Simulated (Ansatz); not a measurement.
Isomers of C3H6O, relaxed with PBE0-D4/def2-TZVP in Ansatz; electronic energies, one conformer each and not always the lowest. Functionals use def2-TZVPP; CBS adds triple-zeta CCSD(T) − MP2 to the MP2 limit of def2-TZVPP and def2-QZVPP.

Q: Order them by energy at frozen-core CCSD(T)/CBS, lowest first. (Estimate.)
A. `C/C=C/O`
B. `CCC=O`
C. `C=COC`
D. `OC1CC1`
E. `C=C(C)O`
F. `CC1CO1`
G. `CC(C)=O`
H. `C1COC1`

A: G (0.0 kJ/mol), B (31.3 kJ/mol), E (44.5 kJ/mol), A (62.6 kJ/mol), C (105.8 kJ/mol), D (110.5 kJ/mol), F (119.3 kJ/mol), H (130.0 kJ/mol).

Q: How do B2PLYP, ωB97M-V, PBE0-D4, PBE-D4 place them (kJ/mol, against `CC(C)=O`)? (An estimate is asked.)

A: The calculation gave: 
| isomer | B2PLYP | ωB97M-V | PBE0-D4 | PBE-D4 |
| --- | --- | --- | --- | --- |
| `C=C(C)O` | 49.1 | 46.9 | 46.2 | 46.7 |
| `C=COC` | 107.1 | 107.7 | 108.5 | 106.1 |
| `CC1CO1` | 125.2 | 118.7 | 111.7 | 113.9 |
| `CCC=O` | 31.6 | 33.1 | 33.5 | 33.3 |
| `OC1CC1` | 119.1 | 107.8 | 101.1 | 109.0 |
| `C1COC1` | 138.6 | 128.1 | 123.0 | 129.7 |
| `C/C=C/O` | 66.7 | 66.2 | 63.7 | 63.0 |
